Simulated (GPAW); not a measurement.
GaN (wurtzite (GaN)1-x(AlN)x, x = 0, P6_3mc), N K edge of atom 2, with 4 Ga at 1.95 Å (tetrahedral). Method: GPAW, LDA, excited-electron core hole (neutral cell), 16-atom cell with 5.2 Å between holes, 4×4×5 k points, dipole transitions, Gaussian full width 0.9 eV up to 4 eV, rising linearly to 3.5 eV at 25 eV.

```xyz
16
Lattice="6.3780 0.0000 0.0000 0.0000 5.5235 0.0000 0.0000 0.0000 5.1850" Properties=species:S:1:pos:R:3 pbc="T T T"
Ga    0.0000    0.0000    0.0009
N     0.0000    1.8411    0.6412
Ga    0.0000    1.8411    2.5934
N     0.0000    0.0000    3.2343
Ga    1.5945    2.7618    0.0009
N     1.5946    4.6029    0.6412
Ga    1.5945    4.6029    2.5934
N     1.5946    2.7618    3.2343
Ga    3.1890    0.0000    0.0009
N     3.1890    1.8411    0.6412
Ga    3.1890    1.8412    2.5934
N     3.1890    0.0000    3.2343
Ga    4.7835    2.7618    0.0009
N     4.7834    4.6029    0.6412
Ga    4.7835    4.6029    2.5934
N     4.7834    2.7618    3.2343
```

Energy from the bottom of the conduction band, which holds the excited electron; a common scale on which the isotropic spectrum has a mean of 1 over the first 20 eV.

```csv
E (eV),curve 1,curve 2
-2.0,0.00,0.00
-1.5,0.00,0.00
-1.0,0.00,0.00
-0.5,0.00,0.00
0.0,0.00,0.00
0.5,0.03,0.02
1.0,0.09,0.06
1.5,0.20,0.14
2.0,0.44,0.35
2.5,1.05,1.06
3.0,1.75,2.20
3.5,2.07,2.71
4.0,2.37,2.60
4.5,2.71,2.36
5.0,3.47,2.57
5.5,3.39,2.46
6.0,2.54,2.17
6.5,1.73,1.88
7.0,1.16,1.78
7.5,1.07,1.96
8.0,1.06,1.79
8.5,0.90,1.22
9.0,0.80,0.76
9.5,0.87,0.54
10.0,0.99,0.45
10.5,1.06,0.43
11.0,1.05,0.45
11.5,0.93,0.51
12.0,0.73,0.57
12.5,0.53,0.62
13.0,0.39,0.62
13.5,0.29,0.58
14.0,0.25,0.52
14.5,0.25,0.47
15.0,0.29,0.46
15.5,0.35,0.48
16.0,0.40,0.51
16.5,0.44,0.56
17.0,0.46,0.60
17.5,0.49,0.65
18.0,0.54,0.70
18.5,0.61,0.73
19.0,0.70,0.74
19.5,0.77,0.73
20.0,0.84,0.72
20.5,0.91,0.73
21.0,0.98,0.77
21.5,1.04,0.84
22.0,1.06,0.90
22.5,1.03,0.95
23.0,0.96,0.96
23.5,0.86,0.94
24.0,0.76,0.90
24.5,0.69,0.85
25.0,0.65,0.80
```

Question: The curves are for the electric vector along different Cartesian axes of the cell as given, averaged over the symmetry-equivalent atoms. Which is which?

Curve 1: along x (⊥ c) (the other in-plane axis gives the same curve within 3 %), main maxima 5.2 eV (3.60), 10.7 eV (1.07) and 22.0 eV (1.06). Curve 2: along z (c), main maxima 3.6 eV (2.72), 5.1 eV (2.60) and 7.6 eV (1.98). A K edge sees empty p states on the absorber. Each direction probes the empty orbitals that point along it. The holes are only 5.2 Å apart, so the shape is probably not converged with cell size; no larger cell was run here. The mesh is coarse (0.28 Å⁻¹ between points), so small maxima may be mesh ripples.

[Banner, clock and machine lines of the logs are left out without a mark of their own.]

[Logs are printed without paths, hosts, clocks, repeated set-up lines and the standing remarks that a program may print on its own settings, such as how far it seeks lower states.]

[Hosts, paths, dates, database ids (printed as entryN), source tags and the programs' standing remarks are cut or masked in the printed files.]

[Lists of maxima count a maximum above −3 eV only where it reaches 4 % of the highest in the window and stands out from its surroundings by 2 % of it (1.5 % where it reaches 55 %); shoulders and weaker maxima are passed over, and of the rest the first, up to two pre-edge ones and the few strongest are named.]
